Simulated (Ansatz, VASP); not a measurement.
# Ta2C in VASP and in Ansatz

```
Ta C
1.0
     3.10590    0.00000    0.00000
    -1.55295    2.68979    0.00000
     0.00000    0.00000    4.94640
Ta C
2 1
Direct
  0.33333 0.66667 0.25201
  0.66667 0.33333 0.74799
  0.00000 0.00000 0.00000
```

Alike in both runs: task relaxation of cell and atoms; functional PBEsol; k mesh 4 × 4 × 2; occupations fermi-dirac, width 0.01 eV; no spin polarisation.

|  | VASP | Ansatz |
| --- | --- | --- |
| version | VASP 6.6.1 | Ansatz 0.2.0 |
| potentials or method | VASP PAW PBE potentials, release 64 (Ta_pv, C) | plane waves, PAW |
| plane-wave cutoff (eV) | 600 | 420 |
| valence electrons in the cell | 26 | 30 |

|  | VASP | Ansatz | Ansatz less VASP |
| --- | --- | --- | --- |
| relaxed volume (Å³/atom) | 13.58 | 13.56 | -0.020 |
| relaxed cell length with the largest relative difference (Å) | 4.936 | 4.934 | -0.0025 |
| energy change over the relaxation (meV/atom) | -3 | -3 | -0.3 |

The two sets of potentials don't hold the same shells in valence.

Caveats: the k mesh is coarse (spacing up to 0.64 Å⁻¹), so the values aren't converged; the PAW data sets were made with another functional, which shifts forces and pressure a little (VASP). The runs have no spin-orbit coupling, so splittings on Ta are missing.
